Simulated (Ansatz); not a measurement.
# Binding across the interface in graphene/h-AlN heterobilayer (68 atoms), part 2 of 3

How much energy holds the two parts of graphene/h-AlN heterobilayer (68 atoms) together, and how does it fall off with distance?

Ansatz 0.2.0; Kohn-Sham DFT, LDA, PAW (set soft_2), plane waves.

So far. Step 2 (Single point at the start): The r.m.s. force at the start is 0.47 eV/Å. Step 3 (Relaxation): The relaxation converged after 4 steps, 0.376 eV below its start, with a largest force component of 0.047 eV/Å.

## 4. Single point at the relaxed geometry

The electronic structure is read at the final geometry, in a run of its own.

input.yaml

```yaml
crystal:
  lattice:
    - [11.2793, 0.0, 0.0]
    - [-5.63965, 9.76816, 0.0]
    - [0.0, 0.0, 19.44]
  atoms:
    - { symbol: C, position: [0.0953, 0.14261, 0.41038] }
    - { symbol: C, position: [0.14285, 0.04727, 0.41048] }
    - { symbol: C, position: [0.14283, 0.38065, 0.41057] }
    - { symbol: C, position: [0.19044, 0.28531, 0.41042] }
    - { symbol: C, position: [0.19043, 0.61872, 0.41071] }
    - { symbol: C, position: [0.238, 0.52352, 0.41044] }
    [... 56 atom lines left out ...]
    - { symbol: Al, position: [0.88336, 0.44709, 0.58832] }
    - { symbol: "N", position: [0.93467, 0.31896, 0.58855] }
    - { symbol: Al, position: [0.9603, 0.75494, 0.58863] }
    - { symbol: "N", position: [0.01154, 0.62669, 0.58833] }
    - { symbol: Al, position: [0.03727, 0.06269, 0.58872] }
    - { symbol: "N", position: [0.08853, 0.93442, 0.58872] }
kpoints:
  mp_grid: { grid: [3, 3, 1] }
hamiltonian:
  xc: lda
scf:
  occupations: { method: fermi_dirac, width: 0.025 }
output:
  forces: true
  populations: intrinsic
  dos:
    method: { smearing: { sigma: 0.1 } }
    de: 0.1
    projected:
      site_lists:
        Al: [Al]
        C: [C]
        "N": ["N"]
        layer_1: [0, 1, 2, 3, 4, 5, 6, 7, 8, 9, 10, 11, 12, 13, 14, 15, 16, 17, 18, 19, 20, 21, 22, 23, 24, 25, 26, 27, 28, 29, 30, 31, 32, 33, 34, 35, 36, 37, 38, 39, 40, 41]
        layer_2: [42, 43, 44, 45, 46, 47, 48, 49, 50, 51, 52, 53, 54, 55, 56, 57, 58, 59, 60, 61, 62, 63, 64, 65, 66, 67]
  eigenvalues: true
  write_density: true
  write_potential: true
  volumetric_format: npy
```

Launch:

```sh
ansatz run input.yaml --threads 8 --pin off --max-ram 15872MiB --backend cpu --events-out ev --progress --plain --runs-dir out
```

The program printed:

```text
[...]
Crystal: 68 atoms, lattice volume = 2141.860 Å³
Basis set: ecut = 420 eV, 41855 PW (Γ)
Bands: 204, of which v1, the nominal top of the filled ones, is band 136 counted from 1 (135 counted from 0)
Symmetry: 1 space group operations
[...]
k-points: 5 of 9 (time reversal used)
[...]
SCF iter   1: F=—  HF=-21756.314471 eV  |F-HF|=—  |Δ(HF+E_count)|=         —  Δρ=4.31e-3  dr2=3.33e-1  ethr=1.77e-3  ⟨swp⟩=9.8  Hψ=6505  notcnv=0  defer=201
[...]
SCF iter  11: F=-21756.214119 eV  HF=-21756.214119 eV  |F-HF|=5.60e-8  |Δ(HF+E_count)|=   4.68e-9  Δρ=1.05e-6  dr2=1.68e-8  ethr=3.68e-11  ⟨swp⟩=43.0  Hψ=12532  notcnv=0
SCF 1 converged in 11 iterations: F = -21756.214119 eV  dr2 = 1.68e-8
[...]
WARN: The output density's exchange-correlation potential varies sharply where the density is thin. Do not read a vacuum level from v_tot or v_xc, or from such a field of the output density. On a cell that repeats whose density bears no net charge and no dipole along the vacuum's axis use v_es (v_loc + v_h of the components); [...]
SCF converged after 11 iterations
Free energy (F): -21756.214119 eV
[...]
Internal energy: -21756.198813 eV  (E = F + TS)
E sigma→0 (E₀):  -21756.206466 eV
Entropy (-TS):   -0.015306 eV (-0.225 meV/atom)
Fermi energy:    -1.191387 eV
[...]
--- Forces (eV/Å), atoms counted from 1 ---
  atom   1  C     -0.02215561    -0.03231670     0.00574297
  atom   2  C     -0.03313398     0.00306254    -0.00687461
  atom   3  C      0.01066617    -0.00414767    -0.01703783
  atom   4  C     -0.02004577     0.03982429     0.01297739
  atom   5  C     -0.01863475    -0.01220021    -0.00946121
  atom   6  C      0.02908672    -0.00347463     0.01035277
  atom   7  C     -0.00426351    -0.02688673     0.00531461
  atom   8  C      0.01908087     0.00794802    -0.00154929
  atom   9  C      0.03858353    -0.04267548     0.00085247
  atom  10  C      0.01831759     0.03125536    -0.00886049
  atom  11  C     -0.01072449     0.02911342    -0.01155309
  atom  12  C      0.03293197     0.03479392     0.00251289
  atom  13  C     -0.02223313    -0.03524331    -0.00261891
  atom  14  C     -0.02050170    -0.01615057     0.01499643
[...]
atom  67  Al     0.00282487    -0.00117869    -0.01195203
  atom  68  N      0.00776187     0.00267841    -0.00450933
  max |Σ_I F_I| component: 5.86e-4 eV/Å
--- Band table (eV; the first three rows and the last of 5) ---
[...]
--- intrinsic populations: 68 sites ---
  site symbol       q [e]
     0      C      3.9976
     1      C      3.9957
     2      C      4.0027
[...]
67      N      6.1215
  spilling = 0.000000 (of n_electrons = 272.000000)
```

Elapsed: 100 s, on 8 threads of Arm Neoverse V1, shared host; peak memory 8.3 GiB; 13 min of CPU time.

The program notes that the exchange-correlation potential is rough where the density is thin.

Read from the output:

```yaml
free_energy: -21756.2141 eV
free_energy_per_atom: -319.9443 eV/atom
scf_cycles: 11
r_m_s_force_component: 0.01482 eV/Å
longest_force: 0.05754 eV/Å
fermi_energy: -1.191 eV
levels_partly_filled_by_over_2_per_cent: 4
```

Intrinsic-atomic-orbital charges by element and coordination:

```csv
element,coordination,atoms,mean charge (e),spread,least,most
Al,all,13,1.11,9.0e-4,1.11,1.11
C,all,42,0.0044,0.0033,-0.0027,0.0115
N,all,13,-1.12,8.0e-4,-1.12,-1.12
```

By region:

```csv
region,atoms,mean length of the force (eV/Å),net charge (e)
layer 1,42,0.029,0.19
layer 2,26,0.011,-0.19
```

Density of states as counts of states in windows of 1 eV (from the Fermi level), total and the larger projections:

```csv
from (eV),to (eV),total,layer 1,C p,layer 2,N p,Al p,C s
-18,-17,6.9,6.7,2.2,0.0,0.0,0.0,4.5
-17,-16,6.7,6.6,2.7,0.0,0.0,0.0,3.9
-16,-15,6.0,5.9,2.7,0.0,0.0,0.0,3.3
-15,-14,11.0,8.3,3.9,2.6,0.0,0.2,4.4
-14,-13,19.2,6.1,3.1,12.9,0.1,3.0,3.0
-13,-12,17.9,7.5,5.1,10.3,0.0,2.7,2.4
-12,-11,5.9,5.8,3.9,0.0,0.0,0.0,1.9
-11,-10,7.7,7.7,5.6,0.0,0.0,0.0,2.1
-10,-9,7.3,7.3,6.0,0.0,0.0,0.0,1.3
-9,-8,10.6,10.5,8.8,0.0,0.0,0.0,1.7
-8,-7,14.0,13.8,12.7,0.1,0.0,0.1,1.1
-7,-6,17.4,17.1,16.6,0.1,0.0,0.1,0.5
-6,-5,25.9,15.2,14.7,10.5,7.0,1.2,0.5
-5,-4,21.6,12.7,12.4,8.8,6.2,0.8,0.2
-4,-3,21.6,11.7,11.6,9.8,7.3,1.4,0.0
-3,-2,34.9,10.4,10.4,24.2,18.8,4.7,0.0
-2,-1,24.2,4.1,4.1,19.7,17.2,2.4,0.0
-1,0,5.1,0.9,0.9,4.0,3.9,0.1,0.0
0,1,1.0,1.0,1.0,0.0,0.0,0.0,0.0
1,2,8.3,7.9,7.9,0.1,0.0,0.1,0.0
2,3,8.8,6.5,6.5,1.5,0.1,0.3,0.0
3,4,10.7,5.1,5.1,3.6,0.4,1.2,0.0
4,5,29.8,3.1,3.1,17.9,2.3,13.3,0.0
```

Between -20 and -18 eV lie 8 more states.

The levels nearest the highest filled one (over half full), pooled over k-points and spins:

```csv
level less the highest filled one (eV),occupation
-0.801,2
-0.801,2
-0.801,2
-0.718,2
-0.0045,1.13
0,1.04
0.0035,0.966
0.0083,0.871
1.03,0
1.03,0
1.03,0
1.22,0
```

Planar average of the electrostatic potential energy along the normal, with the Fermi level as zero, after a running mean with a triangular window 4 Å wide at its base:

```csv
height (Å),potential energy (eV)
0.0,4.73
0.6,4.72
1.2,4.70
1.6,4.69
2.2,4.68
2.7,4.67
3.3,4.66
3.9,4.64
4.5,4.62
4.9,4.57
5.5,4.22
6.0,2.41
6.6,-1.17
7.2,-5.11
7.8,-8.16
8.2,-8.20
8.8,-5.38
9.4,-2.39
9.9,-0.80
10.5,-1.44
11.1,-3.10
11.5,-3.46
12.1,-2.11
12.7,0.30
13.2,2.68
13.8,4.20
14.4,4.71
14.8,4.79
15.4,4.81
16.0,4.81
16.6,4.79
17.1,4.78
17.7,4.77
18.1,4.76
18.7,4.75
19.3,4.73
```

Valence density in the ca plane at fractional y = 0.381, with atoms of C and Al and N within 0.2 Å of it. It is the smooth field of the valence electrons, not physical close to the nuclei.

Ten steps, logarithmic in the rise over the least value, from '0' (0.0 e/Å³) to '9' (3.3 e/Å³), each cell a mean:
```
00000000125788742124678753100000000000000000
00000000124688642123577753100000000000000000
00000000124688642123455542100000000000000000
00000000125788742112333332100000000000000000
00000000125788752112445432100000000000000000
00000000124687642123577653100000000000000000
00000000023566532124799863200000000000000000
00000000013455431124799964200000000000000000
00000000124677642123577753100000000000000000
00000000125788742112344432100000000000000000
00000000124677642111233221000000000000000000
00000000013455421112233321000000000000000000
00000000012343321112455532100000000000000000
00000000023566431123566643100000000000000000
00000000124688642113456542100000000000000000
00000000125788642112344432100000000000000000
00000000024566532111233321000000000000000000
00000000013455431111233321000000000000000000
00000000024566532112334321100000000000000000
00000000125788642112333332100000000000000000
00000000135788752112222222100000000000000000
00000000125788642112322232100000000000000000
00000000124687642113455432100000000000000000
00000000124788642123567643100000000000000000
```
Columns run along c (16.0 Å, from fractional 0.18 to 1.00 of the cell), rows up along a (11.3 Å). Atoms in or near the plane, at fractional coordinates: C at (0.41, 0.14), C at (0.41, 0.81), Al at (0.59, 0.11), N at (0.59, 0.70).

Electrostatic potential energy in the ca plane at fractional y = 0.381, with atoms of C and Al and N within 0.2 Å of it. With pseudopotentials it is smooth inside the atoms' cores, unlike the true potential.

Ten even steps from '0' (-25 eV) to '9' (4 eV), each cell a mean:
```
99999999998510589999961489999999999999999999
99999999998400389999863589999999999999999999
99999999998622589998743468999999999999999999
99999999998400279998632257999999999999999999
99999999998200069998754468999999999999999999
99999999998511489999964589999999999999999999
99999999999866799999810059999999999999999999
99999999999877899999700059999999999999999999
99999999998632689999974589999999999999999999
99999999998400389999998999999999999999999999
99999999998632689999999999999999999999999999
99999999999877899999999999999999999999999999
99999999999888899999988899999999999999999999
99999999999876899999865689999999999999999999
99999999998511589999754578999999999999999999
99999999998400489999866678999999999999999999
99999999999755789999988899999999999999999999
99999999999877899999999999999999999999999999
99999999999755789999887789999999999999999999
99999999998300379998633357999999999999999999
99999999997100079987336426899999999999999999
99999999998511489987335426899999999999999999
99999999998611589998643468999999999999999999
99999999998400389999976789999999999999999999
```
Columns run along c (16.0 Å, from fractional 0.18 to 1.00 of the cell; values clipped at the 3rd and 97th percentile), rows up along a (11.3 Å). Atoms in or near the plane, at fractional coordinates: C at (0.41, 0.14), C at (0.41, 0.81), Al at (0.59, 0.11), N at (0.59, 0.70).

No gap is quoted, since levels at the Fermi energy are partly filled. Mean intrinsic-atomic-orbital charges: Al +1.11, C +0.00, N -1.12 e. By these charges the region 'layer 1' has given 0.19 e to 'layer 2'; where the regions aren't neutral units, this includes their ionic charge. Within 0.4 eV of the Fermi level the largest share is C p (99 % of the projected weight). The potential slopes across the vacuum by 0.022 eV/Å: the slab bears a dipole, and with periodic images along the normal there is no flat vacuum level to read.

## 5. The lower part alone

The lower part (layer 1) is solved alone, atoms held, in the same cell.

input.yaml

```yaml
crystal:
  lattice:
    - [11.2793, 0.0, 0.0]
    - [-5.63965, 9.76816, 0.0]
    - [0.0, 0.0, 19.44]
  atoms:
    - { symbol: C, position: [0.0953, 0.14261, 0.41038] }
    - { symbol: C, position: [0.14285, 0.04727, 0.41048] }
    - { symbol: C, position: [0.14283, 0.38065, 0.41057] }
    - { symbol: C, position: [0.19044, 0.28531, 0.41042] }
    - { symbol: C, position: [0.19043, 0.61872, 0.41071] }
    - { symbol: C, position: [0.238, 0.52352, 0.41044] }
    [... 30 atom lines left out ...]
    - { symbol: C, position: [0.95239, 0.42834, 0.41131] }
    - { symbol: C, position: [0.99999, 0.33301, 0.41123] }
    - { symbol: C, position: [0.99986, 0.66635, 0.4099] }
    - { symbol: C, position: [0.04751, 0.57111, 0.41048] }
    - { symbol: C, position: [0.04762, 0.90444, 0.40976] }
    - { symbol: C, position: [0.09515, 0.80916, 0.4101] }
kpoints:
  mp_grid: { grid: [3, 3, 1] }
hamiltonian:
  xc: lda
scf:
  occupations: { method: fermi_dirac, width: 0.025 }
output:
  forces: true
  eigenvalues: true
  write_density: true
  write_potential: true
  volumetric_format: npy
```

The program printed:

```text
[...]
Crystal: 42 atoms, lattice volume = 2141.860 Å³
Basis set: ecut = 420 eV, 41855 PW (Γ)
Bands: 126, of which v1, the nominal top of the filled ones, is band 84 counted from 1 (83 counted from 0)
Symmetry: 1 space group operations
[...]
k-points: 5 of 9 (time reversal used)
[...]
SCF iter   1: F=—  HF=-10204.045842 eV  |F-HF|=—  |Δ(HF+E_count)|=         —  Δρ=2.89e-3  dr2=6.90e-2  ethr=1.77e-3  ⟨swp⟩=14.2  Hψ=4271  notcnv=0  defer=120
[...]
SCF iter   6: F=-10204.060246 eV  HF=-10204.060246 eV  |F-HF|=2.77e-8  |Δ(HF+E_count)|=   2.58e-8  Δρ=5.73e-7  dr2=1.03e-8  ethr=5.95e-11  ⟨swp⟩=34.2  Hψ=7614  notcnv=0
SCF 1 converged in 6 iterations: F = -10204.060246 eV  dr2 = 1.03e-8
[...]
SCF converged after 6 iterations
Free energy (F): -10204.060246 eV
[...]
Internal energy: -10204.044940 eV  (E = F + TS)
E sigma→0 (E₀):  -10204.052593 eV
Entropy (-TS):   -0.015307 eV (-0.364 meV/atom)
Fermi energy:    -2.580974 eV
[...]
--- Forces (eV/Å), atoms counted from 1 ---
  atom   1  C     -0.02274589    -0.05676084     0.01167575
  atom   2  C     -0.04278237     0.01997648     0.00710746
  atom   3  C     -0.00368866    -0.01493695    -0.02078543
  atom   4  C     -0.02684228     0.05594659     0.04015367
  atom   5  C     -0.03376728     0.01116605    -0.00797519
  atom   6  C      0.03651164    -0.01071884     0.03957436
  atom   7  C      0.00358633     0.00056639     0.00876396
  atom   8  C      0.03133856    -0.00303197    -0.00473489
  atom   9  C      0.06983500    -0.05077411    -0.00141819
  atom  10  C      0.01465686     0.03349484    -0.04244548
  atom  11  C      0.01810078     0.01437148    -0.01535234
  atom  12  C      0.01662977     0.04193662    -0.01022604
  atom  13  C     -0.01381842    -0.01334315    -0.00503777
  atom  14  C     -0.03621972    -0.02547862     0.03820961
[...]
atom  41  C     -0.00223469    -0.02106453     0.03413616
  atom  42  C     -0.00825106     0.01947102     0.01462486
  max |Σ_I F_I| component: 8.84e-4 eV/Å
--- Band table (eV; the first three rows and the last of 5) ---
[...]
```

Run time: 41 s. Hardware: 8 threads; peak memory 5.3 GiB; 5.4 min of CPU time.

## 6. The upper part alone

The upper part (layer 2) is solved alone in the same way.

input.yaml, the sections that differ from step 5:

```yaml
crystal:
  lattice:
    - [11.2793, 0.0, 0.0]
    - [-5.63965, 9.76816, 0.0]
    - [0.0, 0.0, 19.44]
  atoms:
    - { symbol: Al, position: [0.1142, 0.37032, 0.58839] }
    - { symbol: "N", position: [0.16552, 0.2421, 0.58864] }
    - { symbol: Al, position: [0.19115, 0.67804, 0.58836] }
    - { symbol: "N", position: [0.24232, 0.54978, 0.58864] }
    - { symbol: Al, position: [0.26812, 0.98572, 0.58845] }
    - { symbol: "N", position: [0.31925, 0.85746, 0.58862] }
    [... 14 atom lines left out ...]
    - { symbol: Al, position: [0.88336, 0.44709, 0.58832] }
    - { symbol: "N", position: [0.93467, 0.31896, 0.58855] }
    - { symbol: Al, position: [0.9603, 0.75494, 0.58863] }
    - { symbol: "N", position: [0.01154, 0.62669, 0.58833] }
    - { symbol: Al, position: [0.03727, 0.06269, 0.58872] }
    - { symbol: "N", position: [0.08853, 0.93442, 0.58872] }
# kpoints, hamiltonian, scf, output: as in step 5
```

The program printed:

```text
[...]
Crystal: 26 atoms, lattice volume = 2141.860 Å³
Basis set: ecut = 420 eV, 41855 PW (Γ)
Bands: 78, of which v1, the nominal top of the filled ones, is band 52 counted from 1 (51 counted from 0)
Symmetry: 1 space group operations
[...]
k-points: 5 of 9 (time reversal used)
[...]
SCF iter   1: F=—  HF=-11551.197026 eV  |F-HF|=—  |Δ(HF+E_count)|=         —  Δρ=3.29e-3  dr2=3.02e-1  ethr=1.77e-3  ⟨swp⟩=13.8  Hψ=2913  notcnv=0  defer=15
[...]
SCF iter   6: F=—  HF=-11551.142560 eV  |F-HF|=—  |Δ(HF+E_count)|=   1.49e-6  Δρ=7.25e-6  dr2=1.10e-6  ethr=4.25e-9  ⟨swp⟩=2.0  Hψ=547  notcnv=0  defer=102
SCF iter   7: F=-11551.142560 eV  HF=-11551.142560 eV  |F-HF|=2.33e-9  |Δ(HF+E_count)|=   8.56e-8  Δρ=1.62e-6  dr2=4.78e-8  ethr=9.62e-11  ⟨swp⟩=29.6  Hψ=4486  notcnv=0
SCF 1 converged in 7 iterations: F = -11551.142560 eV  dr2 = 4.78e-8
[...]
SCF converged after 7 iterations
Free energy (F): -11551.142560 eV
[...]
Internal energy: -11551.142560 eV  (E = F + TS)
E sigma→0 (E₀):  -11551.142560 eV
Fermi energy:    -2.580095 eV
[...]
Σ components = -11551.142560   (vs F -11551.142560, Δ=0.00e0)
--- Forces (eV/Å), atoms counted from 1 ---
  atom   1  Al     0.00182264    -0.01506027     0.02569816
  atom   2  N      0.00223792     0.01589545    -0.01685653
  atom   3  Al    -0.03340471    -0.01920381     0.01942752
  atom   4  N      0.01304804     0.00771417    -0.01933582
[...]
atom  26  N      0.01382220     0.01235721    -0.00889521
  max |Σ_I F_I| component: 3.36e-3 eV/Å
--- Band table (eV; the first three rows and the last of 5) ---
[...]
```

Run time: 22 s. Hardware: 8 threads; peak memory 3.7 GiB; 2.9 min of CPU time.

The whole (-21756.214 eV) less the lower (-10204.060 eV) and the upper part (-11551.143 eV) leaves -1.011 eV.

[end of part 2 of 3]

[Long decimals in the printed logs are rounded to 6 places.]

[Logs are printed without paths, hosts, clocks, repeated set-up lines and the standing remarks that a program may print on its own settings, such as how far it seeks lower states.]

[Hosts, paths, dates, database ids (printed as entryN), source tags and the programs' standing remarks are cut or masked in the printed files.]
